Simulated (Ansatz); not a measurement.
Runs of Ansatz 0.2.0 on Co. The structure is hexagonal, space group P6_3/mmc (No. 194). Conventional cell: a = 2.472 Å, b = 2.472 Å, c = 4.021 Å, α = 90.00°, β = 90.00°, γ = 120.00°. Co (site symmetry -6m2) is surrounded by 12 Co at 2.47 Å. 

| task | level | potentials or basis | spin | U | cell | k mesh | cutoff (eV) | smearing | hubbard projectors | double counting | other keys | gap on the mesh (eV) | pressure (GPa) | moment (μB) | largest force (eV/Å) |
| --- | --- | --- | --- | --- | --- | --- | --- | --- | --- | --- | --- | --- | --- | --- | --- |
| single point | PBE | Ansatz PAW | collinear, ferromagnetic start | - | as given | 12 × 12 × 7 | 420 | fermi-dirac 0.05 eV | - | - | - | none | (a) | 3.21 | - |
| electric field gradients | LDA+U | Ansatz PAW polarizable | collinear, antiferromagnetic start | Co d U = 1.0 eV | atoms moved at random, drawn with an rms of 0.05 Å | 9 × 9 × 5 | 420 | methfessel-paxton 0.025 eV | ortho-atomic | fll (the default) | scf.occupations.method = methfessel_paxton; … | none | -14.2 | 3.11 | 0.26 |
| atomic charges | PBEsol+D3(BJ)+U | JTH PAW | collinear, random start | Co d U = 2 eV | as given | 12 × 12 × 7 | 1320 | fermi-dirac 0.05 eV | atomic | fll (the default) | - | none | -11.8 | 3.28 | - |
| single point | PBE | Ansatz PAW | collinear, ferromagnetic start | - | atoms moved at random, drawn with an rms of 0.05 Å | 12 × 12 × 7 | 420 | fermi-dirac 0.05 eV | - | - | - | none | 4.8 | 3.21 | 0.10 |

**Question.** Estimate the missing entries.

**Answer.** (a) 4.7.

Caveats: the magnetic or orbital state may not be the lowest (some runs); the U is typed as a test and isn't derived for this compound (some runs); the PAW data sets come from PBE, with cores solved anew for the run's functional, which leaves a small shift of forces and pressure (some runs); the starting moments weren't kept (some runs); pairwise dispersion overbinds metals, which lowers pressure and volume (some runs).

A gap of «none» marks a metal or a gap under the smearing width.
